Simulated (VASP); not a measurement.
## VASP 6.6.1 run: CdS

INCAR

```
SIGMA = 0.02
EDIFF = 1E-7
IBRION = -1
LCHARG = .FALSE.
NBANDS = 16
ISIF = 2
LASPH = .TRUE.
METAGGA = MBJ
LWAVE = .FALSE.
ENCUT = 520
PREC = Accurate
LREAL = .FALSE.
ISMEAR = -1
NELM = 120
NSW = 0
```

KPOINTS

```
KPOINTS created by Atomic Simulation Environment
0
Gamma
8 8 8
0 0 0
```

POSCAR

```
Cd S
 1.0000000000000000
     0.0000000000000000    3.0567834368000000    3.0567834368000000
     3.0567834368000000    0.0000000000000000    3.0567834368000000
     3.0567834368000000    3.0567834368000000    0.0000000000000000
 Cd  S
   1   1
Cartesian
  0.0000000000000000  0.0000000000000000  0.0000000000000000
  1.5283917183999998  1.5283917183999998  1.5283917183999998
```

The recommended PBE PAW datasets give the neutral cell 18 valence electrons.

Command

```
mpirun -np 1 vasp_std
```

Predict the outcome of this run.

It converged. Results: gap between bands v and c on the k mesh 2.35 eV; least direct gap on the k mesh 2.35 eV. Band v is the last that the valence electrons fill when counted band by band, and c is the next.

OSZICAR

```
N       E                     dE             d eps       ncg     rms          rms(c)
DAV:   1     0.417836814614E+03    0.41784E+03   -0.88266E+03   928   0.100E+03
DAV:   2     0.303919329005E+03   -0.11392E+03   -0.10735E+03  1136   0.254E+02
DAV:   3     0.299445889504E+03   -0.44734E+01   -0.44644E+01  1128   0.515E+01
DAV:   4     0.299421781116E+03   -0.24108E-01   -0.24106E-01  1176   0.384E+00
DAV:   5     0.299421528758E+03   -0.25236E-03   -0.25236E-03  1168   0.357E-01    0.960E+00
DAV:   6     0.299291386796E+03   -0.13014E+00   -0.77356E+00  1024   0.329E+01    0.191E+01
DAV:   7     0.299439014288E+03    0.14763E+00   -0.40705E-01  1040   0.617E+00    0.197E+01
DAV:   8     0.299539406523E+03    0.10039E+00   -0.29101E-02  1040   0.189E+00    0.186E+01
DAV:   9     0.303321385002E+03    0.37820E+01   -0.62650E+00  1072   0.286E+01    0.308E+01
DAV:  10     0.303570186550E+03    0.24880E+00   -0.16545E+00  1096   0.132E+01    0.247E+01
...
DAV:  60     0.301768913376E+03    0.69395E-05   -0.94203E-12   472   0.252E-05    0.194E-05
DAV:  61     0.301768916186E+03    0.28099E-05   -0.14038E-11   488   0.305E-05    0.372E-06
DAV:  62     0.301768918689E+03    0.25028E-05   -0.44148E-12   472   0.151E-05    0.507E-06
DAV:  63     0.301768916719E+03   -0.19693E-05   -0.46109E-12   488   0.128E-05    0.284E-05
DAV:  64     0.301768917699E+03    0.98015E-06    0.58754E-13   480   0.113E-05    0.986E-06
DAV:  65     0.301768917931E+03    0.23132E-06    0.24783E-12   488   0.528E-06    0.515E-06
DAV:  66     0.301768919004E+03    0.10734E-05    0.17060E-12   472   0.336E-06    0.325E-06
DAV:  67     0.301768919179E+03    0.17442E-06    0.16998E-12   488   0.482E-06    0.104E-06
DAV:  68     0.301768919245E+03    0.66184E-07    0.22116E-12   480   0.163E-06
   1 F= 0.30176892E+03 E0= 0.30176892E+03  d E =-.965834E-11
```

The MBJ potential has no energy functional, so only its levels carry meaning.

For comparison, a separate PBE run of the intended cell, on usual settings and not on those above, gives a gap of 0.83 eV on its mesh and a pressure of -3.8 GPa.
